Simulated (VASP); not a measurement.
# SrCl2: single point with PBEsol

The system is SrCl2.

```xyz
3
Lattice="-0.1666 3.4042 3.4042 3.4042 -0.1666 3.4042 3.4042 3.4042 -0.1666" Properties=species:S:1:pos:R:3 pbc="T T T"
Sr    0.0000    0.0000    0.0000
Cl    1.6604    1.6604    1.6604
Cl    4.9813    4.9813    4.9813
```

Measurements of this composition are mostly on another form, of space group No. 225.

```json
{
  "Program": "VASP 6.6.1",
  "Task": "single point",
  "Functional": "PBEsol",
  "Potentials or basis": "VASP PAW PBE potentials, release 64 (Sr_sv, Cl)",
  "Cutoff": "520 eV",
  "k mesh": "6 × 6 × 6",
  "Occupations": "gaussian, width 0.05 eV",
  "Spin": "no spin polarisation",
  "Dipole correction": "no",
  "Further INCAR settings": "ALGO = Normal; EDIFF = 1e-06; NBANDS = 19"
}
```

```
Pressure               : -0.5 GPa
Largest force          : 0.257 eV/Å
Band gap on the k mesh : 5.14 eV, indirect (least direct gap 5.39 eV)
```

Forces in eV/Å, atoms in the order of the input:
```
Sr   0.000  0.000  0.000
Cl   0.149  0.149  0.149
Cl  -0.149 -0.149 -0.149
```

Stress tensor (GPa, compression positive):
```
-0.54  0.95  0.95
 0.95 -0.54  0.95
 0.95  0.95 -0.54
```

Levels at points of the mesh, in eV from the valence-band top:
| k point | band 10 | band 11 | band 12 | band 13 | band 14 | band 15 |
| --- | --- | --- | --- | --- | --- | --- |
| (0.00, 0.00, 0.00) | -0.39 | -0.31 | -0.31 | 5.14 | 6.00 | 6.00 |
| (0.50, 0.00, 0.00) | -1.35 | -1.08 | -1.00 | 6.47 | 6.75 | 7.39 |
| (0.50, 0.50, 0.00) | -0.54 | -0.31 | 0.00 | 5.39 | 6.89 | 7.54 |
| (0.50, 0.50, 0.50) | -1.31 | -1.10 | -1.10 | 6.73 | 6.73 | 7.54 |

It took 52 s on 1 thread of Intel(R) Xeon(R) Platinum 8488C (Sapphire Rapids), on a shared host, peak memory 0.22 GiB.

Caveat: the PAW data sets were made with another functional, which shifts forces and pressure a little. A k mesh can miss the band edges.
